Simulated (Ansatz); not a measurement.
HfO2:

```
CELL_PARAMETERS angstrom
5.55640 0.00000 0.00000
0.00000 3.33360 0.00000
0.00000 0.00000 6.50500
ATOMIC_POSITIONS crystal
Hf 0.74868 0.75000 0.60787
Hf 0.25132 0.25000 0.39213
Hf 0.24868 0.75000 0.89213
Hf 0.75132 0.25000 0.10787
O 0.63950 0.25000 0.42340
O 0.36050 0.75000 0.57660
O 0.13950 0.25000 0.07660
O 0.86050 0.75000 0.92340
O 0.52079 0.25000 0.84145
O 0.47921 0.75000 0.15855
O 0.02079 0.25000 0.65855
O 0.97921 0.75000 0.34145
```

Measurements of this composition are mostly on another form, of space group No. 14.

* Program: Ansatz 0.2.0
* Task: single point
* Functional: PBE
* Potentials or basis: Ansatz PAW
* Cutoff: 420 eV (not typed: the program's choice for these potentials)
* k mesh: 5 × 8 × 4
* Occupations: fermi-dirac, width 0.05 eV
* Spin: no spin polarisation

On this cell: pressure 3.3 GPa; largest force 0.061 eV/Å; band gap on the k mesh 3.46 eV, direct.

The same run follows on a disturbed copy (atoms moved at random, drawn with an rms of 0.05 Å):

```xyz
12
Lattice="5.5564 0.0000 0.0000 0.0000 3.3336 0.0000 0.0000 0.0000 6.5050" Properties=species:S:1:pos:R:3 pbc="T T T"
Hf    4.1815    2.4691    3.8853
Hf    1.3906    0.7740    2.5520
Hf    1.3883    2.4972    5.7696
Hf    4.1909    0.7657    0.7082
O     3.5585    0.8945    2.7300
O     2.0453    2.5509    3.7554
O     0.7929    0.8252    0.4830
O     4.7346    2.4719    6.0444
O     2.8779    0.8858    5.4289
O     2.6931    2.4509    1.0440
O     0.1404    0.8292    4.2611
O     5.4147    2.4903    2.2717
```

Question: What changes?

Answer: The energy moves by +30.2 meV/atom; pressure 5.1 GPa; largest force 2.190 eV/Å; band gap on the k mesh 3.40 eV, direct.

Forces in eV/Å, atoms in the order of the input:
```
Hf  -0.655  0.627  1.994
Hf   0.645  0.897 -0.328
Hf   0.262  0.008  0.417
Hf  -0.610  0.590 -0.663
O   -0.117 -1.364  0.052
O   -0.500 -0.825 -0.546
O   -0.217 -0.219  0.381
O    0.840 -0.085 -0.896
O    0.118 -0.464  0.533
O   -0.641  0.604 -0.166
O   -0.130  0.022  0.496
O    1.004  0.208 -1.273
```

Stress tensor (GPa, compression positive):
```
 4.75  0.04 -1.13
 0.04  4.89  1.47
-1.13  1.47  5.59
```

Caveats: odd divisions of the mesh miss points on the zone boundary, where band edges often lie, so the gap on the mesh can be too wide; spin-orbit coupling is left out, which moves the levels of the heavy elements.

A k mesh can miss the band edges.
